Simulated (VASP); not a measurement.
# Cr in VASP: relaxation of the atoms with LDA

Aim: the relaxation of the atoms of Cr with LDA.

Program: VASP 6.6.1. These are calculated values, not measurements. Logs are shortened: lines on timing, memory, paths and dates and some standing lists are left out, and cuts for length are marked.

## (1) The slab as given

The cell holds a slab with vacuum, 16 atoms: a = 3.967 Å, b = 5.611 Å, c = 30.296 Å, α = 90.00°, β = 90.00°, γ = 90.00°.

The cell was built by a generator and needn't be a form met in nature.

## (2) Relaxation of the atoms, LDA

File INCAR:

```
SYSTEM = Cr
PREC = Accurate ; ENCUT = 520
EDIFF = 1E-7 ; ISMEAR = 1
SIGMA = 0.1 ; LREAL = .False.
LASPH = .True. ; NELM = 120
ALGO = Normal ; ISIF = 2
LWAVE = .False. ; LCHARG = .False.
LDIPOL = .True. ; IDIPOL = 3
DIPOL = 0.5 0.5 0.500 ; GGA = CA
IBRION = 2 ; NSW = 90
EDIFFG = -0.02 ; KPAR = 4
```

File KPOINTS:

```
regular mesh
0
Gamma
  8 6 1
  0 0 0
```

File POSCAR:

```
Cr
1.0
    3.9672366900      0.0000000000      0.0000000000
    0.0000000000      5.6105200000      0.0000000000
    0.0000000000      0.0000000000     30.2956940500
Cr
16
Direct
    1.0000000000      0.7500000000      0.4038206500
    0.5000000000      0.5000000000      0.4038206500
    1.0000000000      0.2500000000      0.4038206500
    0.5000000000      0.0000000000      0.4038206500
    1.0000000000      0.5000000000      0.4679402200
    0.5000000000      0.2500000000      0.4679402200
    1.0000000000      0.0000000000      0.4679402200
    0.5000000000      0.7500000000      0.4679402200
    1.0000000000      0.2500000000      0.5320597800
    0.5000000000      1.0000000000      0.5320597800
    0.0000000000      0.7500000000      0.5320597800
    0.5000000000      0.5000000000      0.5320597800
    1.0000000000      0.0000000000      0.5961793500
    0.5000000000      0.7500000000      0.5961793500
    0.0000000000      0.5000000000      0.5961793500
    0.5000000000      0.2500000000      0.5961793500
```

Potentials or basis: VASP PAW LDA potentials, release 64 (Cr_pv).

Launch:

```bash
$ cat potpaw_LDA.64/Cr_pv/POTCAR > POTCAR
$ mpirun -np 4 vasp_std > vasp.out
```

OUTCAR:

```text
SYSTEM = Cr
   PREC = Accurate
   ENCUT = 520
   EDIFF = 1E-7
   ISMEAR = 1
   LREAL = .False.
   LASPH = .True.
   NELM = 120
   ISIF = 2
   GGA = CA
   IBRION = 2
   NSW = 90
   EDIFFG = -0.02

 ion  position               nearest neighbor table
   1  0.000  0.750  0.404-   5 2.40   7 2.40   2 2.43   4 2.43   2 2.43   4 2.43   8 2.78   8 2.78
                             3 2.81   3 2.81
   2  0.500  0.500  0.404-   6 2.40   8 2.40   1 2.43   3 2.43   1 2.43   3 2.43   5 2.78   5 2.78
                             4 2.81   4 2.81
   3  0.000  0.250  0.404-   5 2.40   7 2.40   2 2.43   4 2.43   2 2.43   4 2.43   6 2.78   6 2.78
                             1 2.81   1 2.81
   4  0.500  0.000  0.404-   6 2.40   8 2.40   1 2.43   3 2.43   1 2.43   3 2.43   7 2.78   7 2.78
                             2 2.81   2 2.81
   5  0.000  0.500  0.468-   9 2.40  11 2.40   1 2.40   3 2.40   6 2.43   8 2.43   6 2.43   8 2.43
                            12 2.78  12 2.78   2 2.78   2 2.78   7 2.81   7 2.81
   6  0.500  0.250  0.468-  10 2.40  12 2.40   2 2.40   4 2.40   5 2.43   7 2.43   5 2.43   7 2.43
                             9 2.78   9 2.78   3 2.78   3 2.78   8 2.81   8 2.81
   7  0.000  0.000  0.468-   9 2.40  11 2.40   1 2.40   3 2.40   6 2.43   8 2.43   6 2.43   8 2.43
                            10 2.78  10 2.78   4 2.78   4 2.78   5 2.81   5 2.81
   8  0.500  0.750  0.468-  10 2.40  12 2.40   2 2.40   4 2.40   5 2.43   7 2.43   5 2.43   7 2.43
                            11 2.78  11 2.78   1 2.78   1 2.78   6 2.81   6 2.81
   9  0.000  0.250  0.532-   5 2.40   7 2.40  13 2.40  15 2.40  10 2.43  12 2.43  10 2.43  12 2.43
                             6 2.78   6 2.78  16 2.78  16 2.78  11 2.81  11 2.81
  10  0.500  0.000  0.532-   6 2.40   8 2.40  14 2.40  16 2.40   9 2.43  11 2.43   9 2.43  11 2.43
                             7 2.78   7 2.78  13 2.78  13 2.78  12 2.81  12 2.81
  11  0.000  0.750  0.532-   5 2.40   7 2.40  13 2.40  15 2.40  10 2.43  12 2.43  10 2.43  12 2.43
                             8 2.78   8 2.78  14 2.78  14 2.78   9 2.81   9 2.81
  12  0.500  0.500  0.532-   6 2.40   8 2.40  14 2.40  16 2.40   9 2.43  11 2.43   9 2.43  11 2.43
                             5 2.78   5 2.78  15 2.78  15 2.78  10 2.81  10 2.81
  13  0.000  0.000  0.596-   9 2.40  11 2.40  14 2.43  16 2.43  14 2.43  16 2.43  10 2.78  10 2.78
                            15 2.81  15 2.81
  14  0.500  0.750  0.596-  10 2.40  12 2.40  13 2.43  15 2.43  13 2.43  15 2.43  11 2.78  11 2.78
                            16 2.81  16 2.81
  15  0.000  0.500  0.596-   9 2.40  11 2.40  14 2.43  16 2.43  14 2.43  16 2.43  12 2.78  12 2.78
                            13 2.81  13 2.81
  16  0.500  0.250  0.596-  10 2.40  12 2.40  13 2.43  15 2.43  13 2.43  15 2.43   9 2.78   9 2.78
                            14 2.81  14 2.81

  LATTYP: Found a simple orthorhombic cell.
 ALAT       =     3.9672366900
 B/A-ratio  =     1.4142135795
 C/A-ratio  =     7.6364725418

  Lattice vectors:

 A1 = (   3.9672366900,   0.0000000000,   0.0000000000)
 A2 = (   0.0000000000,   5.6105200000,   0.0000000000)
 A3 = (   0.0000000000,   0.0000000000,  30.2956940500)

Analysis of symmetry for initial positions (statically):
=====================================================================
 Subroutine PRICEL returns following result:

  LATTYP: Found a base centered orthorhombic cell.
 ALAT       =     2.8052600000
 B/A-ratio  =     1.4142135453
 C/A-ratio  =    10.7996029067

  Lattice vectors:

 A1 = (  -1.9836183450,  -1.4026300000,   0.0000000000)
 A2 = (   1.9836183450,  -1.4026300000,   0.0000000000)
 A3 = (   0.0000000000,   0.0000000000,  30.2956940500)

   4 primitive cells build up your supercell.

 Routine SETGRP: Setting up the symmetry group for a
 simple orthorhombic supercell.

 Subroutine GETGRP returns: Found  8 space group operations
 (whereof  4 operations were pure point group operations)
 out of a pool of  8 trial point group operations.

The static configuration has the point symmetry C_2v.
 The point group associated with its full space group is D_2h.

Analysis of symmetry for dynamics (positions and initial velocities):
=====================================================================
 Subroutine PRICEL returns following result:

  LATTYP: Found a base centered orthorhombic cell.
 ALAT       =     2.8052600000
 B/A-ratio  =     1.4142135453
 C/A-ratio  =    10.7996029067

  Lattice vectors:

 A1 = (  -1.9836183450,  -1.4026300000,   0.0000000000)
 A2 = (   1.9836183450,  -1.4026300000,   0.0000000000)
 A3 = (   0.0000000000,   0.0000000000,  30.2956940500)

[... 92 lines left out ...]
   number of dos      NEDOS =    301   number of ions     NIONS =     16
   total plane-waves  NPLWV = 302400
   dimension x,y,z NGX =    30 NGY =   42 NGZ =  240
   dimension x,y,z NGXF=    60 NGYF=   84 NGZF=  480
   ions per type =              16
   NGX,Y,Z   is equivalent  to a cutoff of  12.57, 12.45, 13.17 a.u.
   NGXF,Y,Z  is equivalent  to a cutoff of  25.14, 24.89, 26.34 a.u.
 SYSTEM =  Cr
   PREC   = accura    normal or accurate (medium, high low for compatibility)
   ISTART =      0    job   : 0-new  1-cont  2-samecut
   ICHARG =      2    charge: 1-file 2-atom 10-const
   ISPIN  =      1    spin polarized calculation?
   LNONCOLLINEAR =      F non collinear calculations
   LSORBIT =      F    spin-orbit coupling
   LASPH  =      T    aspherical Exc in radial PAW
   ENCUT  =  520.0 eV  38.22 Ry    6.18 a.u.   7.38 10.43 56.33*2*pi/ulx,y,z
   NELM   =    120;   NELMIN=  2; NELMDL= -5     # of ELM steps
   EDIFF  = 0.1E-06   stopping-criterion for ELM
   LREAL  =      F    real-space projection
   EDIFFG = -.2E-01   stopping-criterion for IOM
   NSW    =     90    number of steps for IOM
   IBRION =      2    ionic relax: 0-MD 1-quasi-New 2-CG
   NFREE  =      1    steps in history (QN), initial steepest desc. (CG)
   ISIF   =      2    stress and relaxation
   ISYM   =      2    0-nonsym 1-usesym 2-fastsym
   POTIM  = 0.5000    time-step for ionic-motion
   TEBEG  =    0.0;   TEEND  =   0.0 temperature during run
   PSTRESS=    0.0 pullay stress
   NELECT =     192.0000    total number of electrons
   NUPDOWN=      -1.0000    fix difference up-down
   EMIN   =  10.00;   EMAX   =-10.00  energy-range for DOS
   EFERMI =   0.00;   METHOD = LEGACY
   ISMEAR =     1;   SIGMA  =   0.10  broadening in eV -4-tet -1-fermi 0-gaus
   EFERMI_NEDOS =   21; number of points for ismear=-14 and -15
   IALGO  =     38    algorithm
   IMIX   =      4    mixing-type and parameters
     AMIX     =   0.40;   BMIX     =  1.00
     AMIX_MAG =   1.60;   BMIX_MAG =  1.00
  volume/ion in A,a.u.               =      42.15       284.41
  Fermi-wavevector in a.u.,A,eV,Ry     =   1.077005  2.035245 15.781949  1.159941
  Thomas-Fermi vector in A             =   2.212905
   LORBIT       =      0    0 simple, 1 ext, 2 COOP (PROOUT), +10 PAW based schemes
   GGA     = CA    functional components
   LHFCALC =     F    Hartree Fock is set to
   AEXX    =    0.0000 exact exchange contribution
   IVDW    =     0    specifies the selected vdW correction
   LEPSILON=     F    determine dielectric tensor
   LRPA    =     F    only Hartree local field effects (RPA)
 conjugate gradient relaxation of ions
 non-spin polarized calculation
 Methfessel and Paxton  Order N= 1 SIGMA  =   0.10
  energy-cutoff  :      520.00
  volume of cell :      674.33
 maximum number of plane-waves:     18211
 NGX is ok and might be reduce to    30
   NGX = 15   NGY = 21   NGZ =113

--------------------------------------- Ionic step        1  -------------------------------------------

 number of electron     192.0000130 magnetization

 Free energy of the ion-electron system (eV)
  ---------------------------------------------------
  ext. energy  EPLUGINS =         0.00000000
  ---------------------------------------------------
  free energy    TOTEN  =      -159.54078307 eV

  energy without entropy =     -159.54230579  energy(sigma->0) =     -159.54129064

------------------------ aborting loop because EDIFF is reached ----------------------------------------

  FORCE on cell =-STRESS in cart. coord.  units (eV):
  Direction    XX          YY          ZZ          XY          YZ          ZX
  --------------------------------------------------------------------------------------
  -------------------------------------------------------------------------------------
  Total      -15.2279223    -17.5184452     -4.3671049      0.0000000      0.0000000      0.0000000
  in kB      -36.1808781    -41.6230603    -10.3760505      0.0000000      0.0000000      0.0000000
  external PRESSURE =     -29.3933296 kB  Pullay stress =       0.0000000 kB
[... 131 lines left out ...]
  FREE ENERGIE OF THE ION-ELECTRON SYSTEM (eV)
  ---------------------------------------------------
  free  energy   TOTEN  =      -159.6249131163 eV

  energy  without entropy=     -159.6232050203  energy(sigma->0) =     -159.62434375

 dipolmoment           0.000000      0.000000      0.000000 electrons x Angstroem

--------------------------------------- Ionic step        4  -------------------------------------------

 number of electron     192.0000085 magnetization

------------------------ aborting loop because EDIFF is reached ----------------------------------------
[... 45 lines left out ...]
--------------------------------------- Ionic step        5  -------------------------------------------

 number of electron     192.0000177 magnetization

 dipolmoment           0.000000      0.000000     -0.000000 electrons x Angstroem

 Free energy of the ion-electron system (eV)
  ---------------------------------------------------
  ext. energy  EPLUGINS =         0.00000000
  ---------------------------------------------------
  free energy    TOTEN  =      -159.63486959 eV

  energy without entropy =     -159.63599329  energy(sigma->0) =     -159.63524416

 E-fermi :  -0.6988     XC(G=0):  -4.4465

 val. band max:       -0.7120411878   @ k =   0.0000   0.3333   0.0000
 cond. band min:      -0.6973007666   @ k =   0.2500   0.0000   0.0000
 fundamental gap:      0.0147404212
 Fermi energy:        -0.6987759474

 k-point     1 :       0.0000    0.0000    0.0000
  band No.  band energies     occupation
      1     -44.1047      2.00000
      2     -44.0439      2.00000
      3     -43.9476      2.00000
      4     -43.8958      2.00000
      5     -43.8958      2.00000
      6     -43.8818      2.00000
[... 2209 lines left out ...]
    107       0.0957     -0.00000
    108       0.0957     -0.00000
 [bands above 108 left out]

------------------------ aborting loop because EDIFF is reached ----------------------------------------

 vacuum level on the upper side and lower side of the slab       (xc-potential included)        -0.067        -0.067

  FORCE on cell =-STRESS in cart. coord.  units (eV):
  Direction    XX          YY          ZZ          XY          YZ          ZX
  --------------------------------------------------------------------------------------
  -------------------------------------------------------------------------------------
  Total      -10.9741516    -15.6920401     -0.2310290      0.0000000      0.0000000      0.0000000
  in kB      -26.0741048    -37.2836016     -0.5489147      0.0000000      0.0000000      0.0000000
  external PRESSURE =     -21.3022070 kB  Pullay stress =       0.0000000 kB
[... 31 lines left out ...]
  FREE ENERGIE OF THE ION-ELECTRON SYSTEM (eV)
  ---------------------------------------------------
  free  energy   TOTEN  =      -159.6348695916 eV

  energy  without entropy=     -159.6359932939  energy(sigma->0) =     -159.63524416

 reached required accuracy - stopping structural energy minimisation

 vacuum level on the upper side and lower side of the slab         4.389         4.389
```

It took 76 min on 4 MPI ranks of Intel Xeon Platinum 8259CL at 2.50GHz (Skylake/Cascade Lake), shared host; peak memory 1.3 GiB.

Results:

```
Free energy                  : -159.6349 eV
Energy gained by relaxing    : 5.9 meV/atom
Ionic steps                  : 5
Largest force after relaxing : 0.013 eV/Å
Band gap on the k mesh       : none (metal or under the smearing width)
```

Forces in eV/Å, atoms in the order of the input:
```
Cr   0.000  0.000  0.002
Cr   0.000  0.000  0.002
Cr   0.000  0.000  0.002
Cr   0.000  0.000  0.002
Cr   0.000  0.000  0.013
Cr   0.000  0.000  0.013
Cr   0.000  0.000  0.013
Cr   0.000  0.000  0.013
Cr   0.000  0.000 -0.013
Cr   0.000  0.000 -0.013
Cr   0.000  0.000 -0.013
Cr   0.000  0.000 -0.013
Cr   0.000  0.000 -0.002
Cr   0.000  0.000 -0.002
Cr   0.000  0.000 -0.002
Cr   0.000  0.000 -0.002
```

The path:
| step | energy change (eV) | largest force (eV/Å) | pressure (GPa) |
| --- | --- | --- | --- |
| 1 | 0.0000 | 0.5566 | -2.94 |
| 2 | -0.0841 | 0.0909 | -2.53 |
| 3 | -0.0841 | 0.0912 | -2.53 |
| 4 | -0.0882 | 0.0695 | -2.43 |
| 5 | -0.0941 | 0.0125 | -2.13 |

Final structure:
```cif
data_structure
_symmetry_space_group_name_H-M 'P 1'
_symmetry_Int_Tables_number 1
_cell_length_a 3.9672
_cell_length_b 5.6105
_cell_length_c 30.2957
_cell_angle_alpha 90.000
_cell_angle_beta 90.000
_cell_angle_gamma 90.000
_cell_volume 674.33
loop_
_atom_site_label
_atom_site_type_symbol
_atom_site_fract_x
_atom_site_fract_y
_atom_site_fract_z
_atom_site_occupancy
Cr1 Cr 0.00000 0.75000 0.40505 1
Cr2 Cr 0.50000 0.50000 0.40505 1
Cr3 Cr 0.00000 0.25000 0.40505 1
Cr4 Cr 0.50000 0.00000 0.40505 1
Cr5 Cr 0.00000 0.50000 0.46734 1
Cr6 Cr 0.50000 0.25000 0.46734 1
Cr7 Cr 0.00000 0.00000 0.46734 1
Cr8 Cr 0.50000 0.75000 0.46734 1
Cr9 Cr 0.00000 0.25000 0.53266 1
Cr10 Cr 0.50000 0.00000 0.53266 1
Cr11 Cr 0.00000 0.75000 0.53266 1
Cr12 Cr 0.50000 0.50000 0.53266 1
Cr13 Cr 0.00000 0.00000 0.59495 1
Cr14 Cr 0.50000 0.75000 0.59495 1
Cr15 Cr 0.00000 0.50000 0.59495 1
Cr16 Cr 0.50000 0.25000 0.59495 1
```

Levels at points of the mesh, in eV from the Fermi level:
| k point | band 94 | band 95 | band 96 | band 97 | band 98 | band 99 |
| --- | --- | --- | --- | --- | --- | --- |
| (0.00, 0.00, 0.00) | -0.61 | -0.61 | 0.03 | 0.15 | 0.36 | 0.36 |
| (0.50, 0.00, 0.00) | -0.24 | 0.02 | 0.02 | 0.19 | 0.19 | 0.38 |
| (0.00, 0.50, 0.00) | -0.29 | -0.04 | -0.04 | 0.19 | 0.19 | 0.32 |
| (0.50, 0.50, 0.00) | -0.99 | -0.99 | -0.99 | 0.54 | 0.54 | 0.54 |

Caveat: the run has no spin polarisation, though such a crystal can be magnetic. Spin polarisation is off, so any magnetic state and its effect on volume and gap are missing.
